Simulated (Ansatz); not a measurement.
## CuO (Tenorite) in Ansatz: the effect of functional

CuO (Tenorite):

```
Cu O
1.0
     2.39064   -1.74700    0.00000
     2.39064    1.74700    0.00000
    -0.87743    0.00000    5.15867
Cu O
2 2
Direct
  0.49680 0.00320 0.50000
  0.00320 0.49680 0.00000
  0.40560 0.57140 0.75370
  0.57140 0.40560 0.25370
```

The cell isn't the ideal one: volume scaled by 1.06.

Alike in all runs:

| Property | Result |
| --- | --- |
| Program | Ansatz 0.2.0 |
| Task | single point |
| Potentials or basis | Ansatz PAW |
| k mesh | 10 × 10 × 5 |
| Occupations | fermi-dirac, width 0.05 eV |
| Spin | no spin polarisation |

```csv
functional,cutoff,pressure (GPa),largest force (eV/Å)
LDA,420 eV (not typed: the program's choice for these potentials),-17.7,0.81
PBEsol,420 eV (not typed: the program's choice for these potentials),-11.5,0.75
r2SCAN,500 eV (not typed: the program's choice for these potentials),?,?
```

**Question.** What does the run with functional r2SCAN give?

**Answer.** Pressure -10.5 GPa; largest force 0.71 eV/Å.

Caveats: the run has no spin polarisation, though such a crystal can be magnetic; the PAW data sets come from PBE, with cores solved anew for the run's functional, which leaves a small shift of forces and pressure.
